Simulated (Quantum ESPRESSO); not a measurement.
**FeSi: magnetism against biaxial strain**

Aim: follow moments and order energies of FeSi with biaxial strain.

Main program and level: Quantum ESPRESSO 7.5; PBE; plane waves with GBRV 1.5 PBE potentials, no spin-orbit coupling.

Report form: the programs' logs are mostly left out.

## Step 1: The starting structure

It takes space group P2_13 (No. 198, cubic). Conventional cell: a = 4.489 Å, b = 4.489 Å, c = 4.489 Å, α = 90.00°, β = 90.00°, γ = 90.00°. Nearest to Fe lie 7 Si at 2.29 to 2.52 Å. Si has 7 Fe at 2.29 to 2.52 Å nearest. Farther neighbours are not listed.

Structure file:

```cif
data_structure
_symmetry_space_group_name_H-M 'P 1'
_symmetry_Int_Tables_number 1
_cell_length_a 4.4890
_cell_length_b 4.4890
_cell_length_c 4.4890
_cell_angle_alpha 90.000
_cell_angle_beta 90.000
_cell_angle_gamma 90.000
_cell_volume 90.46
loop_
_atom_site_label
_atom_site_type_symbol
_atom_site_fract_x
_atom_site_fract_y
_atom_site_fract_z
_atom_site_occupancy
Fe1 Fe 0.13700 0.13700 0.13700 1
Fe2 Fe 0.63700 0.36300 0.86300 1
Fe3 Fe 0.86300 0.63700 0.36300 1
Fe4 Fe 0.36300 0.86300 0.63700 1
Si5 Si 0.84200 0.84200 0.84200 1
Si6 Si 0.34200 0.65800 0.15800 1
Si7 Si 0.15800 0.34200 0.65800 1
Si8 Si 0.65800 0.15800 0.34200 1
```

The lattice constants were typed from memory of published values and not checked against a source.

## Step 2: Biaxial 0.94, ferro ++++

Lengths in the Cartesian xy plane scale by the factor; z is kept. Atoms keep their fractional places. Seeded atoms are those given a starting moment.

File pw.in:

```
&CONTROL
  calculation = 'scf'
  prefix = 'pwscf'
  outdir = './tmp'
  pseudo_dir = './pseudo'
  disk_io = 'nowf'
  tprnfor = .true.
  tstress = .true.
/
&SYSTEM
  ibrav = 0
  celldm(1) = 8
  nat = 8
  ntyp = 2
  ecutwfc = 40
  ecutrho = 280
  nbnd = 58
  occupations = 'smearing'
  smearing = 'fd'
  degauss = 0.00367493
  nspin = 2
  starting_magnetization(1) = 0.175
  starting_magnetization(2) = 0
/
&ELECTRONS
  conv_thr = 1.6d-08
  electron_maxstep = 150
  mixing_beta = 0.3
/
ATOMIC_SPECIES
Fe     55.8450 fe_pbe_v1.5.uspp.F.UPF
Si     28.0850 si_pbe_v1.uspp.F.UPF
CELL_PARAMETERS alat
   0.9967502173798    0.0000000000000    0.0000000000000
   0.0000000000000    0.9967502173798    0.0000000000000
   0.0000000000000    0.0000000000000    1.0603725716806
ATOMIC_POSITIONS crystal
Fe      0.1370000000    0.1370000000    0.1370000000
Fe      0.6370000000    0.3630000000    0.8630000000
Fe      0.8630000000    0.6370000000    0.3630000000
Fe      0.3630000000    0.8630000000    0.6370000000
Si      0.8420000000    0.8420000000    0.8420000000
Si      0.3420000000    0.6580000000    0.1580000000
Si      0.1580000000    0.3420000000    0.6580000000
Si      0.6580000000    0.1580000000    0.3420000000
K_POINTS automatic
8 8 8 0 0 0
```

Run with:

```bash
OMP_NUM_THREADS=1 mpirun -n 4 pw.x -nk 4 -in pw.in > pw.out
```

The job ended after 7.1 min (4 MPI ranks of Arm Neoverse V1, shared host; peak memory 0.96 GiB).

Spin moment in the atom's sphere by atom:

```csv
atom,spin moment in the atom's sphere (μB)
Fe1,-0.0003
Fe2,-0.0003
Fe3,-0.0003
Fe4,-0.0003
Si5,0.0000
Si6,0.0000
Si7,0.0000
Si8,0.0000
```

Read from the output:

| Item | Value |
| --- | --- |
| smearing term TS | 0.03590 eV |
| pressure | 28.10 GPa |
| magnetization | 0 μB |
| absolute magnetization | 0 μB |
| final state | non-magnetic |

## Step 3: Biaxial 0.94, no spin polarisation

Changes to pw.in since step 2:

```diff
@@ -16,3 +16,3 @@
   ecutrho = 280
-  nbnd = 58
+  nbnd = 52
   occupations = 'smearing'
@@ -20,5 +20,2 @@
   degauss = 0.00367493
-  nspin = 2
-  starting_magnetization(1) = 0.175
-  starting_magnetization(2) = 0
 /
```

It took 1.8 min on 4 MPI ranks; peak memory 0.62 GiB; 7.1 min of CPU time.

Read from the output:

- smearing term TS: 0.03590 eV
- pressure: 28.11 GPa
- final state: non-magnetic (no spin polarisation)

## Step 4: Biaxial 1.06, ferro ++++

Changes to pw.in since step 3:

```diff
@@ -16,3 +16,3 @@
   ecutrho = 280
-  nbnd = 52
+  nbnd = 58
   occupations = 'smearing'
@@ -20,2 +20,5 @@
   degauss = 0.00367493
+  nspin = 2
+  starting_magnetization(1) = 0.175
+  starting_magnetization(2) = 0
 /
@@ -30,4 +33,4 @@
 CELL_PARAMETERS alat
-   0.9967502173798    0.0000000000000    0.0000000000000
-   0.0000000000000    0.9967502173798    0.0000000000000
+   1.1239949259815    0.0000000000000    0.0000000000000
+   0.0000000000000    1.1239949259815    0.0000000000000
    0.0000000000000    0.0000000000000    1.0603725716806
```

It took 5.8 min on 4 MPI ranks; peak memory 1.2 GiB.

This step gave:

```
smearing term TS       : 0.05452 eV
pressure               : -20.17 GPa
magnetization          : 4.145 μB
absolute magnetization : 5.437 μB
final state            : ferromagnetic
largest moment         : 1.174 μB
```

## Step 5: All points

The runs not shown differ from these in the moved quantity alone.

Final states:

```csv
biaxial,ferro ++++,no spin polarisation
0.94,non-magnetic,non-magnetic
0.955,non-magnetic,non-magnetic
0.97,non-magnetic,non-magnetic
0.985,-,non-magnetic
1,-,non-magnetic
1.015,ferromagnetic,non-magnetic
1.03,ferromagnetic,non-magnetic
1.045,ferromagnetic,non-magnetic
1.06,ferromagnetic,non-magnetic
```

Table of largest site moment, ferro ++++ by biaxial:

```csv
biaxial (factor),"largest site moment, ferro ++++ (μB)"
0.9400,2.5e-4
0.9550,3.4e-4
0.9700,1.8e-4
0.9850,-
1.0000,-
1.0150,1.03
1.0300,1.10
1.0450,1.14
1.0600,1.17
```

Table of energy less that of the parallel start, no spin polarisation by biaxial:

```csv
biaxial (factor),"energy less that of the parallel start, no spin polarisation (meV a seeded atom)"
0.9400,-0.0262
0.9550,-0.0264
0.9700,-0.0264
0.9850,-
1.0000,-
1.0150,-2.23
1.0300,13.3
1.0450,29.1
1.0600,44.7
```

The energy over the lowest by biaxial; values in meV an atom:

```csv
biaxial (factor),ferro ++++,no spin polarisation
0.9400,104,104
0.9550,46.6,46.6
0.9700,12.9,12.9
0.9850,-,0
1.0000,-,5.05
1.0150,26.7,25.6
1.0300,52.9,59.6
1.0450,90.4,105
1.0600,138,160
```

## Step 6: What came out

```yaml
moment_parallel_start: 1.8e-4 to 1.17 μB
states_met_from_these_starts: ferromagnetic and non-magnetic
```

**Reading.** The parallel start holds a moment of 0.15 μB or more only at 1.015, 1.03, 1.045 and 1.06. At 1.015 the parallel state lies above the spinless run. Only a parallel start was run beside the spinless one, so opposed or spiral orders, which may lie lower, are not probed. Dashes mark runs that did not finish or were not started for lack of time.

[Logs and program files are shortened in this print: banners, set-up blocks, solver, clock and traceback lines can be left out without a mark of their own.]

[Logs are printed without paths, hosts, clocks, repeated set-up lines and the standing remarks that a program may print on its own settings, such as how far it seeks lower states.]

[Hosts, paths, dates, database ids (printed as entryN), source tags and the programs' standing remarks are cut or masked in the printed files.]

[Where a cell is said to come from a database of computed structures, the database is the Materials Project.]
